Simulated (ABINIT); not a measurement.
Input of an ABINIT 10.8.3 (patched build) run:

The input run.abi:

```
# Datasets: one volume each
ndtset 7
getwfk -1
scalecart1 3*0.9795861087
scalecart2 3*0.9864848297
scalecart3 3*0.9932883884
scalecart4 3*1.0000000000
scalecart5 3*1.0066227096
scalecart6 3*1.0131594038
scalecart7 3*1.0196128224

# Pseudopotentials
pp_dirpath "./"
pseudos "As.LDA_PW-JTH.xml, B.LDA_PW-JTH.xml"

# Structure
acell 3.3778490937 3.3778490937 3.3778490937 Angstrom
rprim
     0.0000000000     0.7071067812     0.7071067812
     0.7071067812     0.0000000000     0.7071067812
     0.7071067812     0.7071067812     0.0000000000
ntypat 2
znucl 33 5
natom 2
typat 1 2
xred
     0.7500000000     0.7500000000     0.7500000000
     0.0000000000     0.0000000000     0.0000000000

# Plane-wave basis
ecut 15.0
pawecutdg 30.0

# k points
kptopt 1
ngkpt 10 10 10
nshiftk 1
shiftk 0.0 0.0 0.0

# Exchange and correlation
ixc 1

# Bands and occupations
nband 13
occopt 3
tsmear 0.05 eV

# SCF cycle
nstep 100
tolvrs 1.0e-9

# Output
iomode 3
prtwf 1
prtden 0
prteig 0
prtebands 0
enunit 1
```

Potentials or basis: JTH PAW LDA v2.0.

Launch:

```bash
$ abinit run.abi > log 2>&1
```

Task: Predict the bulk modulus.

Result: 147 GPa.

Task: Estimate the equilibrium volume.

Result: 13.26 Å³/atom.

Task: Predict the pressure derivative of the bulk modulus.

Result: 4.1.

Energy against volume, from the lowest point:
```csv
volume (Å³/atom),energy (meV/atom)
12.809,7.04
13.081,0.79
13.354,0.00
13.626,4.18
13.899,12.86
14.171,25.49
14.444,41.78
```

Caveat: pressures at fixed basis lie under the slope of the energies.

**What was measured.**

From “Basic Physical Properties of Cubic Boron Arsenide”, 2019, arxiv:1911.11281, for a bulk crystal of BAs: bulk modulus 148 GPa.

Measured bulk modulus of BAs: 148 GPa (quoted in “Basic Physical Properties of Cubic Boron Arsenide”, 2019, arxiv:1911.11281). This calculation gives 147 GPa (-0.8 %). The fit is for a static lattice scaled at fixed shape and fixed fractional positions.
